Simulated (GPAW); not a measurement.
Set up this calculation in GPAW 26.7.0, as an ASE script.

* Task: band structure
* Functional: BLYP
* Potentials or basis: PAW data sets generated in the run's folder for this functional
* Cutoff: 800 eV
* Basis: pw
* k mesh: 6 × 6 × 3
* Occupations: fermi-dirac, width 0.05 eV
* Spin: no spin polarisation
* Eigensolver: davidson
* Maxiter: 150
* Band path: GMKGALHA,LM,KH
* Band points: 80

The structure of CuO lies in POSCAR:

```
CuO
1.0
    3.2880244267      0.0000000000      0.0000000000
   -1.6440122134      2.8475126818      0.0000000000
    0.0000000000      0.0000000000      5.3850248600
Cu O
2 2
Direct
    0.6666666667      0.3333333333      0.0000000000
    0.3333333333      0.6666666667      0.5000000000
    0.6666666667      0.3333333333      0.6252000000
    0.3333333333      0.6666666667      0.1252000000
```

Measurements of this composition are mostly on another form, of space group No. 15.

The input as run:

run.py

```python
from ase.dft.bandgap import bandgap
from ase.io import read, write
from ase.units import GPa
from gpaw import GPAW, PW, setup_paths

setup_paths.insert(0, '.')

atoms = read('POSCAR')

calc = GPAW(mode=PW(800),
            xc='BLYP',
            kpts={'size': (6, 6, 3), 'gamma': True},
            occupations={'name': 'fermi-dirac', 'width': 0.05},
            nbands=33,
            convergence={'density': 1e-05, 'energy': 1e-05},
            eigensolver='davidson',
            maxiter=150,
            txt='gpaw.txt')
atoms.calc = calc
energy = atoms.get_potential_energy()
forces = atoms.get_forces()
stress = atoms.get_stress()
calc.write('gs.gpw')
write('result.traj', atoms)
print(f'Energy: {energy:.6f} eV')
print('Forces (eV/A):')
print(forces.round(4))
print('Stress (GPa):', (stress / GPa).round(3))
print('Fermi level:', round(calc.get_fermi_level(), 4), 'eV')
print(f'Gap: {bandgap(calc)[0]:.4f} eV, direct: {bandgap(calc, direct=True)[0]:.4f} eV')

path = atoms.cell.bandpath('GMKGALHA,LM,KH', npoints=80, eps=1e-4)
bs_calc = calc.fixed_density(kpts=path, symmetry='off', nbands=48,
                             convergence={'bands': 'CBM+6.0', 'eigenstates': 1e-6}, txt='bands.txt')
bs = bs_calc.band_structure()
bs.write('bs.json')
print(f'Gap on the path: {bandgap(bs_calc)[0]:.4f} eV')
```

Potentials or basis: PAW data sets generated in the run's folder for this functional, pw.

Launch:

```bash
$ gpaw-setup -f BLYP Cu O
$ OMP_NUM_THREADS=1 python run.py
```

Results of the run:

```json
{
 "Pressure": "-4.8 GPa",
 "Largest force": "0.044 eV/Å",
 "Band gap along the path": "none (metal or under the smearing width)"
}
```

Caveat: the k mesh is coarse (spacing up to 0.39 Å⁻¹), so the values aren't converged; with this Cu data set, volumes or pressures lay over 1.5 % or 2 GPa off other programs in two to four cells of ten; the run has no spin polarisation, though such a crystal can be magnetic; semilocal functionals often make such compounds metallic where correlation or magnetic order opens a gap, which also shifts bond lengths.

Run time: 2.5 min on 1 thread of Arm Neoverse V1 (shared host), peak memory 0.42 GiB.
